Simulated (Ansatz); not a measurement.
**HfN (WC-type structure)**

Method: r²SCAN, scalar-relativistic; no spin polarisation; PAW, 500 eV, Γ-centred 12×12×12 mesh, 0.05 eV Gaussian smearing; code Ansatz; PAW files: Ansatz's generated set soft_2.

```
CELL_PARAMETERS angstrom
3.08543 0.00000 0.00000
-1.54272 2.67206 0.00000
0.00000 0.00000 2.89086
ATOMIC_POSITIONS crystal
Hf 0.00000 0.00000 0.00000
N 0.66667 0.33333 0.50000
```

The start was a prototype's sites filled with these elements. The Crystallography Open Database lists the compound in space group Fm-3m (rock salt), so this is a trial structure.

**Question.** Which orbitals carry the states at the Fermi level, and how many states are there?

**Answer.** Within 0.1 eV of it: Hf 5d 84 %, N 2p 9 % (shares among the projected shells; no valence p shell of Hf is among them). The density of states at the Fermi level is about 1.7 states/eV per cell, averaged over 0.3 eV.

Density of states (tetrahedra, averaged over 0.5 eV; states/eV per cell of 2 atoms; energy in eV from the Fermi level; projections on Löwdin-orthogonalised atomic orbitals, summed over sites):

```
    E  total  N 2p  Hf 5d  Hf 6s  N 2s  Hf 5p
-6.60   1.21  0.67   0.39   0.09  0.02   0.02
-6.10   1.75  1.00   0.56   0.12  0.02   0.03
-5.60   0.87  0.52   0.26   0.05  0.02   0.02
-5.10   0.80  0.51   0.22   0.03  0.02   0.01
-4.60   1.08  0.73   0.27   0.03  0.01   0.02
-4.10   1.59  1.11   0.39   0.03  0.01   0.03
-3.60   2.65  1.95   0.59   0.03  0.01   0.03
-3.10   1.60  1.23   0.31   0.01  0.00   0.02
-2.60   0.18  0.14   0.04   0.00  0.00   0.00
-2.10   0.02  0.01   0.01   0.00  0.00   0.00
-1.60   0.16  0.03   0.12   0.00  0.00   0.00
-1.10   0.41  0.04   0.35   0.01  0.00   0.00
-0.60   0.50  0.06   0.42   0.01  0.00   0.00
-0.10   1.40  0.12   1.15   0.07  0.01   0.01
 0.40   1.13  0.12   0.89   0.04  0.01   0.01
 0.90   0.34  0.04   0.28   0.01  0.00   0.00
 1.40   0.04  0.00   0.04   0.00  0.00   0.00
 1.90   0.07  0.00   0.07   0.00  0.00   0.00
 2.40   0.15  0.00   0.14   0.00  0.00   0.00
 2.90   0.56  0.07   0.44   0.02  0.02   0.00
 3.40   0.98  0.16   0.70   0.04  0.03   0.00
 3.90   1.06  0.17   0.78   0.04  0.04   0.00
```

With 31 valence electrons in the calculation's cell and no magnetic order, the bands, two electrons each, can't all be full or empty: band theory demands a metal. (Only strong correlation, outside this picture, could make a Mott insulator of it.) A formal count (Hf⁴⁺, N³⁻) leaves 1 electron a formula unit beyond the anions' closed shells. It goes into the bands above the anion p states, which fits the metal found.

For elements this heavy, spin–orbit coupling would shift levels and gaps; it isn't included here. Spin polarisation wasn't tried.
